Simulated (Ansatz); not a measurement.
Space group Fm-3m (No. 225). a = 4.309 Å, b = 4.309 Å, c = 4.309 Å, α = 90.00°, β = 90.00°, γ = 90.00°
```tsv
atom	site	symmetry	x	y	z
Fe	4a	m-3m	0.0000	0.0000	0.0000
O	4b	m-3m	0.0000	0.0000	0.5000
```

Equation of state of this FeO structure (not necessarily the ground state), with shape and atoms relaxed at each volume where symmetry leaves them free. It has no gap at any of these volumes. The calculation used DFT PBE, scalar-relativistic, plane waves, PAW in Ansatz 0.2.0.

Settings: cutoff 420 eV, Γ-centred mesh 18×18×18 on the computed 2-atom cell, Gaussian smearing of 0.10 eV; collinear spin.

| V (Å³/atom) | E − E(largest V) (meV/atom) | P (GPa) |
| --- | --- | --- |
| 9.399 | 4.32 | 13.19 |
| 9.699 | -13.41 | 6.05 |
| 9.999 | -18.84 | 0.00 |
| 10.299 | -13.83 | -5.12 |
| 10.599 | 0.00 | -9.43 |

**Question.** Fit a third-order Birch–Murnaghan equation to E(V).

**Answer.** V0 = 10.00 Å³/atom, B0 = 185 GPa, B0' = 4.5.

The cell holds one magnetic atom, so it can only be ferromagnetic; an antiferromagnetic order may lie lower.